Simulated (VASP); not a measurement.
Input and output of a VASP PBE single-point calculation on PbS (strained measured structure)

INCAR

```
EDIFF = 1E-7
LREAL = .FALSE.
NBANDS = 28
GGA = PE
IBRION = -1
ISMEAR = -1
LWAVE = .FALSE.
LASPH = .TRUE.
NSW = 0
ENCUT = 520
NELM = 120
SIGMA = 0.02
LCHARG = .FALSE.
PREC = Accurate
ISIF = 2
```

KPOINTS

```
KPOINTS created by Atomic Simulation Environment
0
Gamma
6 6 4
0 0 0
```

KPOINTS_OPT

```
special points
7
Reciprocal
0.0000000000 0.0000000000 0.0000000000 1
0.0000000000 0.0000000000 0.5000000000 1
-0.4998273751 0.4998273751 0.5000000000 1
-0.5000000000 0.5000000000 0.0000000000 1
-0.5000000000 0.0000000000 0.5000000000 1
-0.5000000000 0.0000000000 0.0000000000 1
0.0000000000 0.5000000000 0.5000000000 1
```

POSCAR

```
Pb S
 1.0000000000000000
     2.8804539492000001   -2.8950396174000002    0.2885572983000000
     3.0288992759000002    3.0427734481000002    0.2885572983000000
    -0.5836033582000000   -0.0145900840000000    5.9261748062999997
 Pb  S
   2   2
Cartesian
  3.9942214173609174  0.0998555354546470  4.8774718226708327
  1.3315284495390827  0.0332882112453533  1.6258175802291670
  1.0400658785509869  0.0260016469481540  4.5891190285657624
  4.2856839883490139  0.1071420997518469  1.9141703743342380
```

VASP ran with the recommended PBE PAW datasets (40 valence electrons in the cell).

Command

```
mpirun -np 1 vasp_std
```

OSZICAR

```
N       E                     dE             d eps       ncg     rms          rms(c)
DAV:   1     0.420593697000E+03    0.42059E+03   -0.19032E+04  4256   0.154E+03
DAV:   2     0.294458600437E+02   -0.39115E+03   -0.37915E+03  4304   0.406E+02
DAV:   3    -0.162948423191E+02   -0.45741E+02   -0.44624E+02  5524   0.155E+02
DAV:   4    -0.183864013324E+02   -0.20916E+01   -0.20826E+01  4968   0.345E+01
DAV:   5    -0.184735833811E+02   -0.87182E-01   -0.87169E-01  5668   0.732E+00    0.646E+00
DAV:   6    -0.174740860829E+02    0.99950E+00   -0.24125E+00  5924   0.965E+00    0.416E+00
DAV:   7    -0.174853651559E+02   -0.11279E-01   -0.42244E-01  4656   0.266E+00    0.273E+00
DAV:   8    -0.174977260333E+02   -0.12361E-01   -0.75975E-02  5272   0.237E+00    0.132E+00
DAV:   9    -0.174908179117E+02    0.69081E-02   -0.18987E-02  5848   0.117E+00    0.241E-01
DAV:  10    -0.174912412389E+02   -0.42333E-03   -0.26459E-03  5224   0.245E-01    0.988E-02
DAV:  11    -0.174912697976E+02   -0.28559E-04   -0.14523E-04  5132   0.921E-02    0.336E-02
DAV:  12    -0.174912706825E+02   -0.88489E-06   -0.99531E-06  5588   0.241E-02    0.447E-03
DAV:  13    -0.174912695679E+02    0.11146E-05   -0.43000E-06  5860   0.131E-02    0.127E-03
DAV:  14    -0.174912694967E+02    0.71269E-07   -0.39607E-07  4052   0.351E-03
   1 F= -.17491269E+02 E0= -.17491195E+02  d E =-.148463E-03
       N       E                     dE             ncg
DAV:   1     0.887343601161E+04   -0.47823E+04      392
DAV:   2     0.615464785180E+04   -0.27188E+04      396
DAV:   3     0.584545945783E+04   -0.30919E+03      496
DAV:   4     0.583087523014E+04   -0.14584E+02      468
DAV:   5     0.583025171649E+04   -0.62351E+00      548
DAV:   6     0.583023936944E+04   -0.12347E-01      484
DAV:   7     0.583023891669E+04   -0.45276E-03      572
DAV:   8     0.583023891360E+04   -0.30838E-05      492
DAV:   9     0.583023891355E+04   -0.56027E-07      320
```

From OUTCAR

```
k-points           NKPTS =     76   k-points in BZ     NKDIM =     76   number of bands    NBANDS=     28

   NELECT =      40.0000    total number of electrons

   dimension x,y,z NGX =    30 NGY =   32 NGZ =   48
   dimension x,y,z NGXF=    60 NGYF=   64 NGZF=   96

  energy-cutoff  :      520.00
  volume of cell :      104.91
      direct lattice vectors                 reciprocal lattice vectors
     2.880453949 -2.895039617  0.288557298     0.171929004 -0.172710398  0.016506176
     3.028899276  3.042773448  0.288557298     0.163503129  0.164324595  0.016506176
    -0.583603358 -0.014590084  5.926174806    -0.016332861  0.000408322  0.167135476

 k-points in reciprocal lattice and weights: KPOINTS created by Atomic Simulation Env
   0.00000000  0.00000000  0.00000000       0.007
   0.16666667  0.00000000 -0.00000000       0.014
   0.33333333  0.00000000  0.00000000       0.014
   0.50000000  0.00000000  0.00000000       0.007
  -0.00000000  0.16666667  0.00000000       0.014
   0.16666667  0.16666667 -0.00000000       0.014
   0.33333333  0.16666667  0.00000000       0.014
   0.50000000  0.16666667 -0.00000000       0.014
   ...

 E-fermi :   5.9104

 k-point     1 :       0.0000    0.0000    0.0000
  band No.  band energies     occupation
      1     -11.2025      2.00000
      2     -11.0922      2.00000
      3     -11.0775      2.00000
      4     -11.0708      2.00000
      5     -11.0660      2.00000
      6     -11.0486      2.00000
      7     -11.0443      2.00000
      8     -11.0239      2.00000
      9     -11.0158      2.00000
     10     -11.0026      2.00000
     11      -7.7919      2.00000
     12      -6.1545      2.00000
     13      -1.4508      2.00000
     14      -0.3113      2.00000
     15       0.6073      2.00000
     16       2.1240      2.00000
     17       2.5980      2.00000
     18       3.4231      2.00000
     19       3.6188      2.00000
     20       3.7914      2.00000
     21       9.6774      0.00000
     22      10.8821      0.00000
     23      10.9704      0.00000
     24      11.0063      0.00000
     25      11.2728      0.00000
     26      11.4221      0.00000
     27      11.4592      0.00000
     28      12.1861      0.00000

 k-point     2 :       0.1667    0.0000   -0.0000
  band No.  band energies     occupation
      1     -11.1817      2.00000
      2     -11.0802      2.00000
      3     -11.0720      2.00000
      4     -11.0641      2.00000
      5     -11.0612      2.00000
      6     -11.0557      2.00000
      7     -11.0476      2.00000
      8     -11.0346      2.00000
      9     -11.0246      2.00000
     10     -11.0064      2.00000
     11      -7.6282      2.00000
     12      -6.1346      2.00000
     13      -1.8224      2.00000
     14      -0.7658      2.00000
     15       0.8043      2.00000
     16       2.3685      2.00000
     17       2.9236      2.00000
     18       3.4464      2.00000
     19       3.6000      2.00000
     20       4.1733      2.00000
     21       9.3367      0.00000
     22       9.5286      0.00000
     23       9.8231      0.00000
     24      10.5378      0.00000
     25      10.5748      0.00000
     26      11.0401      0.00000
     27      11.5263      0.00000
     28      12.3695      0.00000

 k-point     3 :       0.3333    0.0000    0.0000
  band No.  band energies     occupation
      1     -11.1349      2.00000
      2     -11.0720      2.00000
      3     -11.0688      2.00000
      4     -11.0614      2.00000
      5     -11.0570      2.00000
      6     -11.0527      2.00000
      7     -11.0486      2.00000
      8     -11.0448      2.00000
      9     -11.0390      2.00000
     10     -11.0169      2.00000
     11      -7.1751      2.00000
     12      -6.2026      2.00000
     13      -2.3774      2.00000
     14      -1.6578      2.00000
     15       1.3563      2.00000
     16       2.9209      2.00000
     17       3.0273      2.00000
     18       3.7303      2.00000
     19       3.9310      2.00000
     20       4.9308      2.00000
     21       7.3360      0.00000
     22       8.2235      0.00000
     23       8.3163      0.00000
     24       9.0444      0.00000
     25       9.9945      0.00000
     26      10.4913      0.00000
     27      12.9196      0.00000
     28      13.0324      0.00000

 k-point     4 :       0.5000    0.0000    0.0000
  band No.  band energies     occupation
      1     -11.0903      2.00000
      2     -11.0902      2.00000
      3     -11.0719      2.00000
      4     -11.0719      2.00000
      5     -11.0632      2.00000
      6     -11.0632      2.00000
      7     -11.0330      2.00000
      8     -11.0330      2.00000
      9     -11.0318      2.00000
     10     -11.0318      2.00000
     11      -6.5937      2.00000
     12      -6.5926      2.00000
     13      -2.3430      2.00000
     14      -2.3416      2.00000
     15       2.1370      2.00000
     16       2.1383      2.00000
     17       3.7741      2.00000
     18       3.7752      2.00000
     19       4.7960      2.00000
     20       4.7962      2.00000
     21       6.9518      0.00000
     22       6.9519      0.00000
     23       8.0015      0.00000
     24       8.0031      0.00000
     25      10.0141      0.00000
     26      10.0169      0.00000
     27      13.8452      0.00000
     28      13.8468      0.00000

 k-point     5 :      -0.0000    0.1667    0.0000
  band No.  band energies     occupation
      1     -11.1854      2.00000
      2     -11.0826      2.00000
      3     -11.0789      2.00000
      4     -11.0668      2.00000
      5     -11.0648      2.00000
      6     -11.0528      2.00000
      7     -11.0387      2.00000
      8     -11.0315      2.00000
      9     -11.0192      2.00000
     10     -11.0102      2.00000
     11      -7.6413      2.00000
     12      -6.1494      2.00000
     13      -1.9303      2.00000
     14      -0.8545      2.00000
     15       0.7893      2.00000
     16       2.7316      2.00000
     17       2.8106      2.00000
     18       3.4151      2.00000
     19       3.9284      2.00000
     20       4.0099      2.00000
     21       9.5930      0.00000
     22       9.6421      0.00000
     23       9.9739      0.00000
     24      10.3018      0.00000
     25      10.6608      0.00000
     26      11.0222      0.00000
     27      11.3528      0.00000
     28      12.6241      0.00000

 k-point     6 :       0.1667    0.1667   -0.0000
  band No.  band energies     occupation
      1     -11.1713      2.00000
      2     -11.0768      2.00000
      3     -11.0743      2.00000
      4     -11.0714      2.00000
      5     -11.0577      2.00000
      6     -11.0535      2.00000
      7     -11.0406      2.00000
      8     -11.0384      2.00000
      9     -11.0333      2.00000
     10     -11.0073      2.00000
     11      -7.4760      2.00000
     12      -6.1203      2.00000
     13      -2.0303      2.00000
     14      -1.0634      2.00000
     15       0.9739      2.00000
     16       1.8307      2.00000
     17       3.2546      2.00000
     18       3.2985      2.00000
     19       3.9728      2.00000
     20       4.6738      2.00000
     21       8.1167      0.00000
     22       8.9070      0.00000
     23      10.0678      0.00000
     24      10.4933      0.00000
     25      10.5916      0.00000
     26      10.8169      0.00000
     27      11.2273      0.00000
     28      12.6489      0.00000

 k-point     7 :       0.3333    0.1667    0.0000
  band No.  band energies     occupation
      1     -11.1457      2.00000
      2     -11.1030      2.00000
      3     -11.0798      2.00000
      4     -11.0562      2.00000
      5     -11.0540      2.00000
      6     -11.0444      2.00000
      7     -11.0437      2.00000
      8     -11.0389      2.00000
      9     -11.0337      2.00000
     10     -11.0118      2.00000
     11      -7.0298      2.00000
     12      -6.1542      2.00000
     13      -2.2636      2.00000
     14      -1.6344      2.00000
     15       1.4860      2.00000
     16       1.7829      2.00000
     17       2.8630      2.00000
     18       3.2111      2.00000
     19       4.1603      2.00000
     20       4.6632      2.00000
     21       7.5955      0.00000
     22       7.8263      0.00000
     23       9.7216      0.00000
     24      10.1176      0.00000
     25      10.1241      0.00000
     26      10.3458      0.00000
     27      11.3404      0.00000
     28      13.8357      0.00000

 ...

  Total        1.1987188      1.1976888      1.1916963     -0.6504011      0.0003000      0.0182871
  in kB       18.3076071     18.2918756     18.2003548     -9.9333452      0.0045815      0.2792922
  external PRESSURE =      18.2666125 kB  Pullay stress =       0.0000000 kB

 POSITION                                       TOTAL-FORCE (eV/Angst)
 -----------------------------------------------------------------------------------
      3.99422      0.09986      4.87747         0.000276     -0.000115      0.000048
      1.33153      0.03329      1.62582        -0.000276      0.000115     -0.000048
      1.04007      0.02600      4.58912        -0.000432      0.000042     -0.000215
      4.28568      0.10714      1.91417         0.000432     -0.000042      0.000215
 -----------------------------------------------------------------------------------
    total drift:                                0.000000      0.000000     -0.000000

  FREE ENERGIE OF THE ION-ELECTRON SYSTEM (eV)
  ---------------------------------------------------
  free  energy   TOTEN  =       -17.4912694967 eV

  energy  without entropy=      -17.4911210333  energy(sigma->0) =      -17.49119526
```

```json
{
 "gap between bands v and c": "0.12 eV",
 "least direct gap": "0.32 eV",
 "pressure": "1.8 GPa"
}
```

Band v is the last that the valence electrons fill when counted band by band, and c is the next.

The run took about 2.5 min on one core of a shared host (Intel Xeon Platinum 8488C) and held 0.41 GiB at most.
